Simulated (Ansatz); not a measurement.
The cell is KF in the rocksalt structure; cell and atoms were relaxed with r2SCAN. Space group Fm-3m (No. 225), cubic; conventional cell a = 5.318 Å, 18.80 Å³ an atom. K has 6 F at 2.66 Å; F has 6 K at 2.66 Å.

```
K F
1.0
     0.00000    2.65896    2.65896
     2.65896    0.00000    2.65896
     2.65896    2.65896    0.00000
K F
1 1
Direct
  0.00000 0.00000 0.00000
  0.50000 0.50000 0.50000
```

4 runs of Ansatz on this cell differ in the functional (and in the settings that go with it). Levels are in eV from each run's valence top; v1 is the last filled band, c1 the first empty one.

Run A, mean stress +1.0 GPa (compression positive):

| point | v5 | v3 | v1 | c1 | c2 | c3 |
| --- | --- | --- | --- | --- | --- | --- |
| Γ | -9.44 | 0.00 | 0.00 | 8.26 | 13.07 | 13.07 |
| X | -9.67 | -0.18 | -0.05 | 10.35 | 12.73 | 14.05 |
| U | -9.69 | -0.34 | -0.17 | 11.14 | 12.99 | 13.56 |

Run B, mean stress +0.9 GPa (compression positive):

| point | v5 | v3 | v1 | c1 | c2 | c3 |
| --- | --- | --- | --- | --- | --- | --- |
| Γ | -9.44 | 0.00 | 0.00 | 9.04 | 13.87 | 13.87 |
| X | -9.68 | -0.19 | -0.05 | 11.14 | 13.53 | 14.84 |
| U | -9.69 | -0.34 | -0.18 | 11.93 | 13.79 | 14.35 |

Run C, mean stress 0.0 GPa (compression positive):

| point | v5 | v3 | v1 | c1 | c2 | c3 |
| --- | --- | --- | --- | --- | --- | --- |
| Γ | -9.47 | 0.00 | 0.00 | 6.91 | 11.50 | 11.50 |
| X | -9.69 | -0.19 | -0.05 | 8.79 | 11.31 | 12.53 |
| U | -9.71 | -0.33 | -0.18 | 9.58 | 11.42 | 12.08 |

Run D, mean stress +1.9 GPa (compression positive):

| point | v5 | v3 | v1 | c1 | c2 | c3 |
| --- | --- | --- | --- | --- | --- | --- |
| Γ | -9.32 | 0.00 | 0.00 | 6.26 | 10.72 | 10.72 |
| X | -9.54 | -0.20 | -0.05 | 8.23 | 10.39 | 11.92 |
| U | -9.56 | -0.34 | -0.19 | 8.99 | 10.80 | 11.15 |

**Question.** Match the runs to PBE, r2SCAN, HSE06, PBE0.

**Answer.** A is HSE06, B is PBE0, C is r2SCAN, D is PBE. In order of the gap: PBE 6.26, r2SCAN 6.91, HSE06 8.26, PBE0 9.04 eV. The stress vanishes for r2SCAN, which relaxed the cell.

The values are computed, spin-unpolarised, and not measurements.

The stress of a hybrid is loosely converged in these runs.

The meshes of the hybrids are coarse, so their gaps aren't converged to the digits shown.
